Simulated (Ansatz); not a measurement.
Born–Oppenheimer molecular dynamics of a periodic cell of 16 atoms, Li (start crystal Li, start structure bcc, volume 1.15 times the crystal's). It goes on from the last frame of an earlier run, with new velocities.

Computed with DFT PBE, scalar-relativistic, plane waves, PAW (Ansatz 0.2.0). Settings: cutoff 420 eV, k mesh 2x2x2, fermi-dirac smearing 0.16 eV, no spin polarisation.

| Property | Result |
| --- | --- |
| ensemble | NVT, Langevin thermostat |
| time step | 1 fs |
| steps asked | 400 |
| set temperature | 1440 K |
| friction | 0.02 /fs |
| temperature schedule | 300 steps to 300 K, then 100 steps to 300 K |
| seed | 1203 |

Frames 10 fs apart, positions in Å, forces in eV/Å.

Velocities at 120.0 fs (Å/ps):

```
Li 10.97 -9.78 7.58
Li -0.61 -7.57 -5.76
Li -7.43 -9.42 -18.02
Li 1.25 -14.33 -1.36
Li -10.29 -23.65 -15.96
Li 5.59 9.31 3.01
Li -10.28 -22.14 -3.73
Li 6.04 4.51 -6.20
Li -11.93 -15.32 -1.26
Li -7.68 -5.91 -8.39
Li 22.46 -18.57 0.33
Li -1.66 -5.48 0.64
Li -2.36 8.96 -14.88
Li 2.88 -3.18 -8.52
Li 2.55 -19.86 0.84
Li -5.97 1.96 -8.46
```

```xyz
16
Lattice="7.3129 0.0000 0.0000 0.0000 7.3129 0.0000 0.0000 0.0000 7.3129" Properties=species:S:1:pos:R:3:forces:R:3 time_fs=120.0 energy_less_start_eV=-0.945 T=892
Li 0.893 0.402 -0.752 0.33 0.14 0.72
Li 5.325 3.272 0.419 -0.18 -0.33 -0.20
Li 1.011 3.721 -0.596 0.21 -0.02 -0.18
Li 0.657 -0.647 4.296 0.40 -0.36 -0.35
Li 2.453 0.628 2.365 -0.17 0.33 0.06
Li 3.850 6.555 -1.824 0.28 0.25 0.24
Li 5.211 0.319 2.797 -0.84 -0.32 0.39
Li 7.019 1.306 2.079 0.71 0.33 -0.81
Li 1.361 3.585 2.434 -0.25 -0.01 -0.09
Li 3.656 5.833 1.292 0.12 -0.24 -0.83
Li 2.700 2.328 4.816 0.08 -0.21 -0.01
Li 4.762 3.246 3.091 -0.13 -0.57 -0.07
Li 6.763 5.605 0.526 -0.08 0.43 0.31
Li 7.025 1.730 4.603 -0.34 0.66 0.22
Li 3.107 5.250 3.463 -0.35 -0.06 0.55
Li 6.095 5.226 3.344 0.23 -0.02 0.06
16
Lattice="7.3129 0.0000 0.0000 0.0000 7.3129 0.0000 0.0000 0.0000 7.3129" Properties=species:S:1:pos:R:3:forces:R:3 time_fs=130.0 energy_less_start_eV=-1.439 T=1299
Li 1.040 0.307 -0.672 0.33 0.21 0.31
Li 5.273 3.176 0.351 -0.13 -0.19 -0.22
Li 0.931 3.662 -0.781 0.21 0.07 -0.07
Li 0.731 -0.813 4.231 0.27 -0.07 -0.14
Li 2.365 0.441 2.167 -0.18 0.48 0.23
Li 3.925 6.590 -1.746 0.23 0.10 0.07
Li 5.033 0.130 2.822 -0.28 0.26 0.19
Li 7.055 1.313 1.933 -0.02 -0.13 -0.48
Li 1.203 3.373 2.460 0.01 0.29 -0.09
Li 3.531 5.770 1.171 0.11 -0.48 -0.64
Li 2.924 2.204 4.806 -0.11 -0.23 0.00
Li 4.787 3.174 3.043 0.00 -0.57 -0.12
Li 6.715 5.719 0.388 -0.16 0.15 0.31
Li 7.070 1.723 4.588 -0.31 0.26 0.12
Li 3.073 5.078 3.484 -0.25 0.05 0.49
Li 6.048 5.223 3.265 0.28 -0.17 0.03
16
Lattice="7.3129 0.0000 0.0000 0.0000 7.3129 0.0000 0.0000 0.0000 7.3129" Properties=species:S:1:pos:R:3:forces:R:3 time_fs=140.0 energy_less_start_eV=-1.583 T=1179
Li 1.284 0.232 -0.644 0.13 0.17 -0.05
Li 5.216 3.151 0.230 -0.10 -0.18 -0.22
Li 0.870 3.662 -0.967 0.24 0.20 0.06
Li 0.858 -0.884 4.099 -0.03 0.16 0.01
Li 2.312 0.304 1.986 -0.04 0.53 0.36
Li 3.956 6.571 -1.692 0.24 0.07 -0.02
Li 4.825 -0.026 2.876 -0.06 0.57 -0.02
Li 7.126 1.247 1.735 -0.57 -0.45 -0.27
Li 1.003 3.184 2.440 0.28 0.65 -0.01
Li 3.339 5.636 0.949 0.07 -0.64 -0.17
Li 3.037 2.144 4.741 -0.23 -0.27 0.07
Li 4.860 3.061 2.990 -0.01 -0.46 -0.21
Li 6.556 5.807 0.296 -0.05 0.08 0.22
Li 7.033 1.817 4.617 -0.28 -0.16 0.01
Li 2.967 4.927 3.608 -0.02 -0.02 0.15
Li 5.950 5.212 3.227 0.43 -0.25 0.09
16
Lattice="7.3129 0.0000 0.0000 0.0000 7.3129 0.0000 0.0000 0.0000 7.3129" Properties=species:S:1:pos:R:3:forces:R:3 time_fs=150.0 energy_less_start_eV=-1.527 T=1090
Li 1.519 0.203 -0.620 -0.13 0.17 -0.37
Li 5.228 3.062 0.107 -0.10 -0.16 -0.25
Li 0.876 3.718 -1.083 0.24 0.24 0.11
Li 1.036 -0.960 3.994 -0.37 0.40 0.12
Li 2.345 0.221 1.885 0.00 0.45 0.33
Li 3.952 6.489 -1.727 0.31 0.10 0.01
Li 4.627 -0.047 2.934 0.12 0.50 -0.12
Li 7.131 1.113 1.514 -0.60 -0.37 -0.08
Li 0.877 3.091 2.414 0.33 0.66 -0.06
Li 3.140 5.403 0.683 0.04 -0.54 0.22
Li 3.110 2.139 4.670 -0.25 -0.29 0.14
Li 4.937 2.989 2.873 -0.08 -0.32 -0.24
Li 6.451 5.789 0.275 0.03 0.05 0.14
Li 6.987 1.948 4.622 -0.24 -0.42 0.00
Li 2.892 4.820 3.718 0.24 -0.22 -0.09
Li 5.881 5.235 3.255 0.47 -0.24 0.14
16
Lattice="7.3129 0.0000 0.0000 0.0000 7.3129 0.0000 0.0000 0.0000 7.3129" Properties=species:S:1:pos:R:3:forces:R:3 time_fs=160.0 energy_less_start_eV=-1.543 T=1121
Li 1.708 0.236 -0.632 -0.22 0.16 -0.51
Li 5.247 2.885 -0.021 -0.14 -0.10 -0.33
Li 0.946 3.733 -1.149 0.13 0.18 0.08
Li 1.230 -0.866 3.853 -0.42 0.33 0.20
Li 2.455 0.185 1.806 -0.12 0.33 -0.01
Li 3.947 6.410 -1.741 0.37 0.13 0.08
Li 4.467 0.067 2.973 0.52 0.08 0.02
Li 7.117 0.967 1.265 -0.42 -0.09 0.15
Li 0.885 3.041 2.388 0.26 0.41 -0.16
Li 3.027 5.077 0.546 0.03 -0.23 0.37
Li 3.175 2.159 4.526 -0.30 -0.44 0.35
Li 4.957 2.842 2.701 -0.02 0.04 -0.30
Li 6.391 5.728 0.306 0.03 -0.08 0.07
Li 6.893 2.064 4.578 -0.18 -0.47 0.05
Li 2.931 4.652 3.832 0.19 -0.02 -0.19
Li 5.914 5.250 3.323 0.28 -0.22 0.13
16
Lattice="7.3129 0.0000 0.0000 0.0000 7.3129 0.0000 0.0000 0.0000 7.3129" Properties=species:S:1:pos:R:3:forces:R:3 time_fs=170.0 energy_less_start_eV=-1.472 T=1052
Li 1.799 0.306 -0.751 -0.16 0.15 -0.44
Li 5.186 2.723 -0.128 -0.13 -0.11 -0.48
Li 1.021 3.710 -1.219 -0.08 0.06 0.01
Li 1.425 -0.696 3.769 -0.46 0.15 0.24
Li 2.544 0.228 1.727 -0.06 0.22 -0.38
Li 3.948 6.375 -1.747 0.40 0.07 0.16
Li 4.422 0.178 3.047 0.69 -0.32 0.08
Li 7.147 0.788 1.017 -0.35 0.24 0.33
Li 0.976 3.018 2.334 0.08 0.11 -0.17
Li 2.989 4.739 0.478 0.08 0.11 0.39
Li 3.215 2.102 4.409 -0.29 -0.45 0.46
Li 5.004 2.677 2.466 -0.05 0.39 -0.15
Li 6.340 5.658 0.349 -0.02 -0.27 -0.02
Li 6.730 2.065 4.503 -0.02 -0.40 0.11
Li 2.917 4.483 3.936 0.23 0.30 -0.25
Li 6.022 5.267 3.365 0.14 -0.25 0.12
16
Lattice="7.3129 0.0000 0.0000 0.0000 7.3129 0.0000 0.0000 0.0000 7.3129" Properties=species:S:1:pos:R:3:forces:R:3 time_fs=180.0 energy_less_start_eV=-1.222 T=1129
Li 1.826 0.331 -0.949 -0.15 0.13 -0.23
Li 5.061 2.552 -0.237 -0.15 -0.13 -0.63
Li 1.091 3.637 -1.245 -0.30 -0.05 -0.07
Li 1.566 -0.535 3.596 -0.55 -0.09 0.37
Li 2.625 0.377 1.676 0.13 0.25 -0.81
Li 3.998 6.299 -1.748 0.37 0.08 0.23
Li 4.446 0.346 3.150 0.74 -0.94 0.08
Li 7.169 0.713 0.909 -0.23 0.32 0.30
Li 1.088 2.982 2.320 -0.12 -0.06 -0.09
Li 2.948 4.425 0.467 0.20 0.31 0.38
Li 3.211 2.017 4.305 -0.35 -0.14 0.55
Li 5.083 2.487 2.248 -0.02 0.76 -0.03
Li 6.293 5.592 0.410 -0.05 -0.35 -0.06
Li 6.518 2.057 4.468 0.21 -0.27 0.17
Li 2.919 4.402 4.007 0.26 0.38 -0.28
Li 6.199 5.240 3.394 0.01 -0.18 0.13
16
Lattice="7.3129 0.0000 0.0000 0.0000 7.3129 0.0000 0.0000 0.0000 7.3129" Properties=species:S:1:pos:R:3:forces:R:3 time_fs=190.0 energy_less_start_eV=-1.225 T=933
Li 1.800 0.343 -1.173 -0.22 0.07 0.08
Li 4.878 2.472 -0.400 -0.20 -0.11 -0.62
Li 1.097 3.529 -1.286 -0.33 -0.08 -0.13
Li 1.625 -0.354 3.490 -0.55 -0.30 0.25
Li 2.658 0.580 1.564 0.34 0.23 -0.82
Li 4.078 6.273 -1.731 0.29 0.16 0.39
Li 4.503 0.390 3.291 0.46 -1.09 -0.09
Li 7.080 0.753 0.881 0.00 0.14 0.10
Li 1.181 2.962 2.300 -0.35 -0.13 0.15
Li 2.814 4.189 0.567 0.36 0.42 0.22
Li 3.146 1.973 4.275 -0.30 0.13 0.40
Li 5.193 2.341 2.077 -0.13 0.87 -0.02
Li 6.243 5.491 0.407 0.00 -0.30 -0.03
Li 6.330 2.072 4.391 0.44 -0.11 0.32
Li 3.054 4.424 4.070 0.17 0.27 -0.33
Li 6.370 5.265 3.431 0.00 -0.15 0.12
16
Lattice="7.3129 0.0000 0.0000 0.0000 7.3129 0.0000 0.0000 0.0000 7.3129" Properties=species:S:1:pos:R:3:forces:R:3 time_fs=200.0 energy_less_start_eV=-1.416 T=1135
Li 1.766 0.393 -1.317 -0.31 0.00 0.34
Li 4.697 2.381 -0.642 -0.19 -0.03 -0.28
Li 1.018 3.410 -1.356 -0.18 0.00 -0.02
Li 1.631 -0.249 3.505 -0.37 -0.26 -0.21
Li 2.683 0.792 1.362 0.40 0.06 -0.36
Li 4.123 6.310 -1.661 0.20 0.21 0.46
Li 4.648 0.294 3.373 -0.02 -0.72 -0.39
Li 6.956 0.879 0.855 0.31 -0.23 -0.14
Li 1.224 2.978 2.301 -0.67 -0.27 0.52
Li 2.696 4.046 0.763 0.56 0.51 -0.23
Li 3.127 1.978 4.326 -0.12 0.12 -0.04
Li 5.323 2.352 1.915 -0.47 0.86 0.12
Li 6.160 5.385 0.392 0.06 -0.23 0.02
Li 6.181 2.070 4.304 0.64 0.08 0.39
Li 3.182 4.499 4.069 0.10 0.11 -0.31
Li 6.467 5.320 3.446 0.05 -0.21 0.14
16
Lattice="7.3129 0.0000 0.0000 0.0000 7.3129 0.0000 0.0000 0.0000 7.3129" Properties=species:S:1:pos:R:3:forces:R:3 time_fs=210.0 energy_less_start_eV=-1.496 T=815
Li 1.763 0.409 -1.360 -0.43 -0.01 0.43
Li 4.475 2.292 -0.935 0.04 0.09 0.24
Li 0.893 3.304 -1.413 -0.02 0.09 0.11
Li 1.605 -0.158 3.567 -0.26 -0.22 -0.60
Li 2.767 0.969 1.137 0.33 -0.11 0.06
Li 4.094 6.408 -1.538 0.24 0.19 0.41
Li 4.740 0.094 3.380 -0.34 -0.09 -0.49
Li 6.935 1.036 0.756 0.42 -0.53 -0.31
Li 1.183 2.922 2.330 -0.68 -0.18 0.55
Li 2.704 4.007 0.879 0.52 0.51 -0.40
Li 3.023 2.046 4.306 0.03 -0.06 -0.43
Li 5.423 2.460 1.749 -0.71 0.77 0.31
Li 6.118 5.306 0.396 0.09 -0.14 0.01
Li 6.137 2.020 4.251 0.56 0.08 0.23
Li 3.330 4.592 4.069 0.02 0.01 -0.28
Li 6.480 5.398 3.481 0.19 -0.40 0.16
16
Lattice="7.3129 0.0000 0.0000 0.0000 7.3129 0.0000 0.0000 0.0000 7.3129" Properties=species:S:1:pos:R:3:forces:R:3 time_fs=220.0 energy_less_start_eV=-1.657 T=753
Li 1.747 0.392 -1.290 -0.47 0.01 0.12
Li 4.271 2.247 -1.156 0.39 0.16 0.61
Li 0.741 3.252 -1.470 0.16 0.17 0.20
Li 1.597 -0.080 3.558 -0.21 -0.18 -0.54
Li 2.877 1.038 1.027 0.22 -0.09 0.32
Li 4.056 6.511 -1.364 0.33 0.05 0.17
Li 4.760 -0.104 3.317 -0.35 0.38 -0.40
Li 6.981 1.076 0.625 0.13 -0.38 -0.15
Li 1.087 2.884 2.422 -0.47 -0.03 0.22
Li 2.787 3.986 0.928 0.26 0.43 -0.32
Li 2.952 2.193 4.233 -0.07 -0.35 -0.61
Li 5.433 2.635 1.687 -0.58 0.43 0.21
Li 6.097 5.250 0.424 0.10 -0.06 0.00
Li 6.157 2.059 4.180 0.28 -0.12 0.15
Li 3.451 4.670 4.017 -0.02 0.04 -0.17
Li 6.500 5.330 3.522 0.30 -0.45 0.18
16
Lattice="7.3129 0.0000 0.0000 0.0000 7.3129 0.0000 0.0000 0.0000 7.3129" Properties=species:S:1:pos:R:3:forces:R:3 time_fs=230.0 energy_less_start_eV=-1.836 T=684
Li 1.709 0.373 -1.237 -0.30 -0.03 -0.16
Li 4.140 2.224 -1.287 0.51 0.21 0.70
Li 0.649 3.267 -1.509 0.28 0.16 0.23
Li 1.533 0.017 3.496 -0.17 -0.22 -0.38
Li 2.975 1.076 1.067 0.09 -0.02 0.28
Li 4.082 6.651 -1.216 0.40 -0.12 0.00
Li 4.740 -0.227 3.220 -0.14 0.49 -0.31
Li 7.094 1.013 0.497 -0.29 -0.02 0.21
Li 0.969 2.903 2.523 -0.18 0.09 -0.21
Li 2.867 4.050 0.911 -0.03 0.36 -0.19
Li 2.915 2.269 4.091 -0.07 -0.40 -0.56
Li 5.338 2.823 1.731 -0.28 0.01 0.07
Li 6.156 5.190 0.478 0.11 0.05 -0.04
Li 6.224 2.086 4.114 -0.02 -0.33 0.21
Li 3.575 4.717 3.984 -0.09 0.01 -0.04
Li 6.622 5.200 3.563 0.18 -0.24 0.19
```

Of the whole run (400 fs, mean temperature of the second half 589 K): The schedule's set-point averaged 395 K over the second half and the system 589 K, so it lags behind the ramp. A run of 0.4 ps of so small a system gives no equilibrium averages. Limits of this set-up: coarse k mesh.

Run time: 19 min on 1 thread of Intel(R) Xeon(R) Platinum 8488C (Sapphire Rapids), on a shared host, peak memory 0.7 GiB.
